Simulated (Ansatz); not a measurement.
**ZrO2 under changes of volume**

One of the cells (10.990 Å³/atom); the others are scaled copies at fixed shape and fractional positions:

```
Zr O
1.0
     0.00000    2.54507    2.54507
     2.54507    0.00000    2.54507
     2.54507    2.54507    0.00000
Zr O
1 2
Cartesian
  0.0000 0.0000 0.0000
  3.8176 3.8176 3.8176
  1.2725 1.2725 1.2725
```

Measurements of this composition are mostly on another form, of space group No. 14.

| Item | Value |
| --- | --- |
| Program | Ansatz 0.2.0 |
| Functional | BLYP |
| Dispersion | D4 |
| Potentials or basis | Ansatz PAW |
| Cutoff | 420 eV (not typed: the program's choice for these potentials) |
| k mesh | 9 × 9 × 9 |
| Occupations | fermi-dirac, width 0.05 eV |
| Spin | no spin polarisation |

```csv
volume (Å³/atom),energy over the lowest point (meV/atom),pressure (GPa),gap on the mesh (eV)
10.331,?,?,?
10.551,25.61,14.5,3.59
10.770,9.78,8.7,3.52
10.990,1.48,3.5,3.46
11.210,0.00,-1.2,3.40
11.430,4.70,-5.5,3.34
11.650,14.87,-9.3,3.29
```

Problem. What does the run at 10.331 Å³/atom give?

Solution. Energy over the lowest point 49.93 meV/atom; pressure 20.9 GPa; gap on the mesh 3.65 eV.

Worked out: A Birch-Murnaghan fit of order 3 (a polynomial in V^(-2/3)) to the other rows has its minimum at 11.15 Å³/atom with B0 = V·E''(V) = 233 GPa and B' = 4.5. It gives 50.00 meV/atom at 10.331 Å³/atom, against the run's 49.93, and -dE/dV = 21.1 GPa, against 20.9. A straight line through the other rows of the gap, of slope -3.03 eV per unit of ln V, extrapolates to 3.65 eV, against the run's 3.65.

Energies are extrapolated to zero smearing.

Caveats: odd divisions of the mesh miss points on the zone boundary, where band edges often lie, so the gap on the mesh can be too wide; the PAW data sets come from PBE, with cores solved anew for the run's functional, which leaves a small shift of forces and pressure.

A mesh can miss the band edges. Spin-orbit coupling on Zr is left out.
